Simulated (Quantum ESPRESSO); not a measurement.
A calculation with Quantum ESPRESSO 7.5 of Co (native input, structure typed inline):

Contents of pw.in:

```
&CONTROL
  calculation = 'scf'
  prefix = 'pwscf'
  outdir = './tmp'
  pseudo_dir = './pseudo'
  tprnfor = .true.
  tstress = .true.
  disk_io = 'low'
/
&SYSTEM
  ibrav = 0
  celldm(1) = 8
  nat = 2
  ntyp = 1
  ecutwfc = 56
  ecutrho = 448
  nbnd = 28
  occupations = 'smearing'
  smearing = 'fd'
  degauss = 0.00367493
  nspin = 2
  starting_magnetization(1) = 0.1176
/
&ELECTRONS
  conv_thr = 4d-10
  electron_maxstep = 120
  mixing_beta = 0.3
/
ATOMIC_SPECIES
Co    58.9332 co_pbesol_v1.2.uspp.F.UPF
CELL_PARAMETERS alat
  0.5839253496437   0.0000000000000   0.0000000000000
 -0.2919626748218   0.5056941866995   0.0000000000000
  0.0000000000000   0.0000000000000   0.9498576273575
ATOMIC_POSITIONS crystal
Co     0.6666666667    0.3333333333    0.7500000000
Co     0.3333333333    0.6666666667    0.2500000000
K_POINTS automatic
12 12 7 0 0 0
```

pp_density.in

```
&INPUTPP
  prefix = 'pwscf'
  outdir = './tmp'
  filplot = 'density.dat'
  plot_num = 0
/
&PLOT
  nfile = 1
  filepp(1) = 'density.dat'
  iflag = 3
  output_format = 6
  fileout = 'density.cube'
/
```

File pp_potential.in:

```
&INPUTPP
  prefix = 'pwscf'
  outdir = './tmp'
  filplot = 'potential.dat'
  plot_num = 11
/
&PLOT
  nfile = 1
  filepp(1) = 'potential.dat'
  iflag = 3
  output_format = 6
  fileout = 'potential.cube'
/
```

File pp_spin.in:

```
&INPUTPP
  prefix = 'pwscf'
  outdir = './tmp'
  filplot = 'spin.dat'
  plot_num = 6
/
&PLOT
  nfile = 1
  filepp(1) = 'spin.dat'
  iflag = 3
  output_format = 6
  fileout = 'spin.cube'
/
```

Potentials or basis: GBRV 1.5 PBEsol.

Launch:

```console
$ OMP_NUM_THREADS=1 mpirun -n 2 pw.x -nk 2 -in pw.in > pw.out
$ OMP_NUM_THREADS=1 mpirun -n 1 pp.x -in pp_density.in > pp_density.out
$ OMP_NUM_THREADS=1 mpirun -n 1 pp.x -in pp_potential.in > pp_potential.out
$ OMP_NUM_THREADS=1 mpirun -n 1 pp.x -in pp_spin.in > pp_spin.out
```

Problem. Write the same calculation in another form: ASE script, structure from a P1 CIF.

Solution. As run:

run.py

```python
import numpy as np
from ase.calculators.espresso import Espresso, EspressoProfile
from ase.io import read

atoms = read('Co.cif')
atoms.set_initial_magnetic_moments([2.0, 2.0])

input_data = {
    'control': {'calculation': 'scf', 'prefix': 'pwscf', 'outdir': './tmp', 'tprnfor': True, 'tstress': True, 'disk_io': 'nowf'},
    'system': {'ecutwfc': 56.0, 'ecutrho': 448.0, 'nbnd': 28, 'occupations': 'smearing', 'smearing': 'fd', 'degauss': 0.00367493, 'nspin': 2},
    'electrons': {'conv_thr': 4e-10, 'electron_maxstep': 120, 'mixing_beta': 0.3},
}
pseudopotentials = {'Co': 'co_pbesol_v1.2.uspp.F.UPF'}
profile = EspressoProfile(command='mpirun -n 2 pw.x -nk 2', pseudo_dir='pseudo')
dft = Espresso(profile=profile, input_data=input_data, pseudopotentials=pseudopotentials, kpts=(12, 12, 7), koffset=(0, 0, 0))
atoms.calc = dft

print(f'energy {atoms.get_potential_energy():.8f} eV')
print('forces (eV/A)')
print(np.round(atoms.get_forces(), 6))
print('stress (eV/A^3, Voigt)')
print(np.round(atoms.get_stress(), 8))
print(f'Fermi level {dft.get_fermi_level():.4f} eV')
```

The input Co.cif:

```cif
data_Co
_cell_length_a 2.47199990
_cell_length_b 2.47199990
_cell_length_c 4.02114408
_cell_angle_alpha 90.00000000
_cell_angle_beta 90.00000000
_cell_angle_gamma 120.00000000
_space_group_name_H-M_alt 'P1'
_space_group_name_Hall 'P 1'
_space_group_IT_number 1
loop_
_space_group_symop_operation_xyz
'x,y,z'
loop_
_atom_site_label
_atom_site_type_symbol
_atom_site_symmetry_multiplicity
_atom_site_Wyckoff_symbol
_atom_site_fract_x
_atom_site_fract_y
_atom_site_fract_z
_atom_site_occupancy
Co1 Co 1 a 0.6666666667 0.3333333333 0.7500000000 1
Co2 Co 1 a 0.3333333333 0.6666666667 0.2500000000 1
```

Potentials or basis: GBRV 1.5 PBEsol.

Launch:

```bash
$ OMP_NUM_THREADS=1 python run.py
```

Both were run:

|  | native input, structure typed inline | ASE script, structure from a P1 CIF |
| --- | --- | --- |
| Pressure | -5.4 GPa | -5.4 GPa |
| Band gap on the k mesh | none (metal or under the smearing width) | none (metal or under the smearing width) |
| Net moment | 3.29 μB per cell | 3.29 μB per cell |
| Absolute moment | 3.61 μB per cell | 3.61 μB per cell |
| Site moments | Co +1.72 μB | Co +1.72 μB |
| Valence electrons inside the program's atomic spheres | Co 15.58 | Co 15.58 |

Keys that steer only the numerical path or the files written may differ.
